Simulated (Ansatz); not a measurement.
I need a calculation of the elastic constants of HfO₂, space group P4_2/nmc. Use Ansatz 0.2.0 through its Python package. Use: PBEsol, PAW, cutoff 476 eV, 6×6×6 k-points, fixed occupations.

```
Hf O
1.0
     3.55802    0.00000    0.00000
     0.00000    3.55802    0.00000
     0.00000    0.00000    5.17186
Hf O
2 4
Direct
  0.50000 0.50000 0.50000
  0.00000 0.00000 0.00000
  0.00000 0.50000 0.69721
  0.50000 0.00000 0.80279
  0.50000 0.00000 0.30279
  0.00000 0.50000 0.19721
```

The script, `run_elastic.py`:
```python
import ansatz as az
import numpy as np

FUNCTIONAL = "PBEsol"
KGRID = (6, 6, 6)


def main() -> None:
    vectors = np.array([
        [3.558019, 0.0, 0.0],
        [0.0, 3.558019, 0.0],
        [0.0, 0.0, 5.171861],
    ])
    structure = (
        az.Lattice.of(vectors)
        .atom("Hf", (0.5, 0.5, 0.5))
        .atom("Hf", (0.0, 0.0, 0.0))
        .atom("O", (0.0, 0.5, 0.697208))
        .atom("O", (0.5, 0.0, 0.802792))
        .atom("O", (0.5, 0.0, 0.302792))
        .atom("O", (0.0, 0.5, 0.197208))
    )

    model = (
        structure.calculation()
        .functional(FUNCTIONAL)
        .pseudopotentials("paw")
        .basis(35 * az.Ry)
        .occupations(az.OccupationsMethod.FIXED)
        .kpoints(*KGRID)
    )
    res = model.elastic(az.ElasticMode.CLAMPED_ION).run(threads=1, backend="cpu")
    elastic = res.elastic

    print("C_ij (GPa), Voigt order xx yy zz yz xz xy")
    for row in elastic.c_gpa:
        print(" ".join(f"{value:8.1f}" for value in row))
    print("smallest eigenvalue of C:", round(elastic.stability.min_eigenvalue_gpa, 1), "GPa; tensor positive definite:", elastic.stability.min_eigenvalue_gpa > 0)
    if elastic.stability.min_eigenvalue_gpa > 0:
        m = elastic.moduli
        print(f"K = {m.k_hill_gpa:.1f}, G = {m.g_hill_gpa:.1f}, E = {m.youngs_gpa:.1f} GPa, Poisson ratio {m.poisson:.3f}, K/G = {m.k_hill_gpa / m.g_hill_gpa:.2f}")


if __name__ == "__main__":
    main()
```

```console
$ python run_elastic.py
C_ij (GPa), Voigt order xx yy zz yz xz xy
   482.2    207.3    135.7     -0.0      0.0      0.0
   207.3    482.2    135.7      0.0      0.0      0.0
   135.0    135.0    451.8      0.0      0.0      0.0
     0.0     -0.0      0.0    102.5      0.0      0.0
     0.0     -0.0     -0.0      0.0    102.5      0.0
    -0.0      0.0     -0.0      0.0      0.0    175.2
smallest eigenvalue of C: 102.5 GPa; tensor positive definite: True
K = 262.5, G = 134.7, E = 345.0 GPa, Poisson ratio 0.281, K/G = 1.95
```

Caveats:
- No spin polarisation was allowed.
- With fixed filling the reported Fermi level is the top filled level among the k-points of the SCF.
- A positive definite tensor excludes instabilities under uniform strain alone; phonons elsewhere in the zone can still be imaginary.
- This is a high-temperature or high-pressure form, not the ambient phase.
- The cell stands under 1.9 GPa at these settings.
- The cell stands under an uneven stress, so these stress-strain coefficients aren't symmetric, and eigenvalues smaller than that stress decide nothing.
- Spin-orbit coupling, which matters for elements this heavy, is left out.
- These are clamped-ion constants: where atoms have free coordinates under strain, the relaxed-ion ones can be far smaller or negative, so this tensor doesn't settle whether the crystal is stable.
- This cell is a computed structure, which may not be the phase found in nature.
- The constants belong to the cell that was strained; where it wasn't relaxed first it may be under stress.
- Timing: 2.2 min on 1 thread of Intel(R) Xeon(R) Processor @ 2.30GHz (shared host), peak memory 0.71 GiB.
